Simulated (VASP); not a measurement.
Input of a VASP 6.6.1 run:

INCAR

```
PREC = Accurate
ENCUT = 520
EDIFF = 1E-7
ISMEAR = -1
SIGMA = 0.1
LREAL = False
LASPH = True
NELM = 80
ALGO = Normal
ISIF = 2
LWAVE = False
LCHARG = False
GGA = RE
NBANDS = 20
```

File KPOINTS:

```
regular mesh
0
Gamma
  15 15 8
```

POSCAR

```
V
1.0
    2.6664502626      0.0000000000      0.0000000000
   -1.3332251313      2.3092136654      0.0000000000
    0.0000000000      0.0000000000      4.7667224879
V
2
Direct
    0.3333333333      0.6666666667      0.2500000000
    0.6666666667      0.3333333333      0.7500000000
```

Potentials or basis: VASP PAW PBE potentials, release 64 (V_sv).

Run with:

```bash
$ cat potpaw_PBE.64/V_sv/POTCAR > POTCAR
$ mpirun -np 1 vasp_std > vasp.out
```

Question: What does it give for the band gap on the k mesh?

Answer: None (metal or under the smearing width).

Question: Predict the pressure.

Answer: -5.7 GPa.

Stress tensor (GPa, compression positive):
```
-5.77  0.00  0.00
 0.00 -5.77  0.00
 0.00  0.00 -5.66
```

Caveat: the PAW data sets were made with another functional, which shifts forces and pressure a little.
